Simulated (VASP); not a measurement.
Runs of VASP 6.6.1 on PbSe. Symmetry: F-43m, No. 216, cubic system. Conventional cell: a = 6.704 Å, b = 6.704 Å, c = 6.704 Å, α = 90.00°, β = 90.00°, γ = 90.00°. Around Pb (site symmetry -43m) lie 4 Se at 2.90 Å. Se (site symmetry -43m) is surrounded by 4 Pb at 2.90 Å. Measurements of this composition are mostly on another form, of space group No. 225.

```tsv
cell	k mesh	smearing	gap on the mesh (eV)	pressure (GPa)
F-43m, 37.66 Å³/atom	4 × 4 × 4	gaussian 0.05 eV	(a)	0.1
F-43m, 33.44 Å³/atom	10 × 10 × 10	gaussian 0.02 eV	none	5.9
F-43m, 38.93 Å³/atom	4 × 4 × 4	gaussian 0.05 eV	0.38	(b)
F-43m, 39.45 Å³/atom	4 × 4 × 4	gaussian 0.05 eV	0.41	-1.5
```

Alike in all rows: task single point; level LDA; potentials or basis VASP PAW LDA potentials, release 64 (Pb_d, Se); no spin polarisation; cutoff (eV) 520.

Problem. Estimate the missing entries.

Solution. (a) 0.29; (b) -1.1.

Caveats: spin-orbit coupling is left out, which as a rule narrows the gap of such compounds by several tenths of an eV (some runs).

A k mesh can miss the band edges, and the runs leave out spin-orbit coupling on Pb, Se.

A gap of «none» marks a metal or a gap under the smearing width.
